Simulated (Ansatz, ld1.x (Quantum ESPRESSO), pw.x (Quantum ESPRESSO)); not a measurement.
# From atom to crystal: TM potential for strontium (Sr)

Sr (Z = 38), norm-conserving Troullier–Martins (Kleinman–Bylander form), made with ld1.x (Quantum ESPRESSO) 7.5 (PBE, scalar-relativistic). Core [Kr], reference 4d0 5s2 5p0. Waves: 5s (bound): rc 2.95 bohr; 5p (bound, empty): rc 4.00 bohr; 4d (bound, empty): rc 3.30 bohr. Local part: all-electron potential smoothed inside 3.25 bohr (lloc = -1). Core correction: a·sin(br)/r model core, default radius (core density twice the valence density).

Crystal test: bcc Sr in pw.x 7.5, no spin, 10³ k-points, Fermi–Dirac smearing 0.01 Ry, cutoffs 50/200 Ry. The reference is all-electron LAPW (Ansatz 0.2.0) with the same functional, mesh and smearing; V0 and B0 come from Birch–Murnaghan fits to the pressures at five volumes. Errors are pseudo minus all-electron; Δ is the rms difference of the E(V) curves that follow from these fits, minima aligned, over ±6 % about the mean V0. Mesh and smearing are coarse, so the numbers serve the comparison and aren't converged zero-temperature values; the lattice is a test structure that the element need not adopt.

| V (Å³/atom) | P all-electron (GPa) | P pseudo (GPa) |
| --- | --- | --- |
| 51.857 | 0.64 | 0.39 |
| 53.221 | 0.31 | 0.06 |
| 54.586 | 0.01 | -0.24 |
| 55.951 | -0.27 | -0.50 |
| 57.315 | -0.51 | -0.74 |

All-electron: a0 = 4.780 Å (V0 = 54.61 Å³/atom), B0 = 11.4 GPa.

Pseudopotential: mean pressure error (GPa): -0.24; a0 (Å): 4.747; a0 error (%): -0.70; B0 error (%): +4.7; Δ (meV/atom): 2.9. This is a poor potential for the solid. The logarithmic derivative shows an extra or strongly shifted pseudo pole above the reference energy (s near 0.65 Ry, p near 1.78 Ry).

Q: At the middle volume, how do free energy and pressure move when the wave cutoff is lowered (ecutrho kept at four times it)?

A:

```json
{"cutoff (Ry)": "22", "shift of F (meV/atom)": "+1.0", "shift of P (GPa)": "+0.00"}
{"cutoff (Ry)": "30", "shift of F (meV/atom)": "+0.4", "shift of P (GPa)": "+0.00"}
{"cutoff (Ry)": "40", "shift of F (meV/atom)": "+0.1", "shift of P (GPa)": "-0.00"}
```

The run at the middle volume (47 k-points, 7 iterations) took about 10 s on one core of a shared host (Neoverse-V1, 32 threads, 247 GiB, load 22).
